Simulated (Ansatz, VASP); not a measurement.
# One calculation of Zn, two programs

```
Zn
1.0
    -1.53075    1.53075    1.53075
     1.53075   -1.53075    1.53075
     1.53075    1.53075   -1.53075
Zn
1
Direct
  0.00000 0.00000 0.00000
```

This isn't the form of Zn at room conditions, which is hcp.

Alike in both runs: task single point; functional PBEsol; k mesh 19 × 19 × 19; occupations fermi-dirac, width 0.05 eV; no spin polarisation.

|  | VASP | Ansatz |
| --- | --- | --- |
| version | VASP 6.6.1 | Ansatz 0.2.0 |
| potentials or method | VASP PAW PBE potentials, release 64 (Zn), cutoff 520 eV | all-electron LAPW, scalar-relativistic |

Ansatz gave:

```
pressure (GPa) : 0.0
```

Q: Which values does VASP return?

A: Pressure (GPa): 0.4.

Ansatz ran all-electron here, so the differences hold the error of VASP's frozen core and of both bases.

Caveats: the PAW data sets were made with another functional, which shifts forces and pressure a little (VASP).
